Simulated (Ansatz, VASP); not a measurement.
GaP in VASP and in Ansatz

The input INCAR:

```
SYSTEM = GaP
  ALGO = Normal
  EDIFF = 1E-6
  ENCUT = 520
  GGA = PS
  ISIF = 2
  ISMEAR = -1
  LASPH = .True.
  LCHARG = .True.
  LELF = .True.
  LREAL = .False.
  LVHAR = .True.
  LWAVE = .False.
  NBANDS = 16
  NELM = 60
  PREC = Accurate
  SIGMA = 0.08
```

The input KPOINTS:

```
k-points
0
Gamma
  12 12 12
  0 0 0
```

The input POSCAR:

```
GaP
1.0
    0.0000000000      2.7432985392      2.7432985392
    2.7432985392      0.0000000000      2.7432985392
    2.7432985392      2.7432985392      0.0000000000
Ga P
1 1
Direct
    0.0000000000      0.0000000000      0.0000000000
    0.7500000000      0.7500000000      0.7500000000
```

Input for Ansatz:

```yaml
crystal:
  lattice:
    - [0.0, 2.7432985392, 2.7432985392]
    - [2.7432985392, 0.0, 2.7432985392]
    - [2.7432985392, 2.7432985392, 0.0]
  atoms:
    - { symbol: Ga, position: [0.0, 0.0, 0.0] }
    - { symbol: P, position: [0.75, 0.75, 0.75] }
kpoints:
  mp_grid: { grid: [12, 12, 12] }
  band_path:
    path:
      - [0.0, 0.0, 0.0]
      - [-0.5, -0.5, 0.0]
      - [-0.375, -0.375, 0.25]
      - [-0.375, 0.0, 0.375]
      - [0.0, 0.0, 0.0]
      - [0.0, 0.0, 0.5]
      - [-0.5, -0.25, 0.25]
      - [-0.5, -0.5, 0.0]
    npoints: 5
scf:
  occupations: { method: fermi_dirac, width: 0.08 }
hamiltonian:
  xc: pbesol
  pseudopotentials: { kind: all_electron, lapw: { basis_error: 0.0005 } }
output:
  forces: true
  stress: true
  eigenvalues: true
```

Change from the starting cell: volume scaled by 1.02.

Alike in both runs: task single point; functional PBEsol; k mesh 12 × 12 × 12; occupations fermi-dirac, width 0.08 eV; no spin polarisation.

```csv
,VASP,Ansatz
version,VASP 6.6.1,Ansatz 0.2.0
potentials or method,"VASP PAW PBE potentials, release 64 (Ga_d, P)","all-electron LAPW, scalar-relativistic"
plane-wave cutoff (eV),520,see its input
```

Ansatz gave:

- pressure (GPa): -2.1

**Question.** Which values does VASP return?

**Answer.** Pressure (GPa): -2.2.

Ansatz ran all-electron here, so the differences hold the error of VASP's frozen core and of both bases.

Caveats: the PAW data sets were made with another functional, which shifts forces and pressure a little (VASP). A k mesh can miss the band edges.
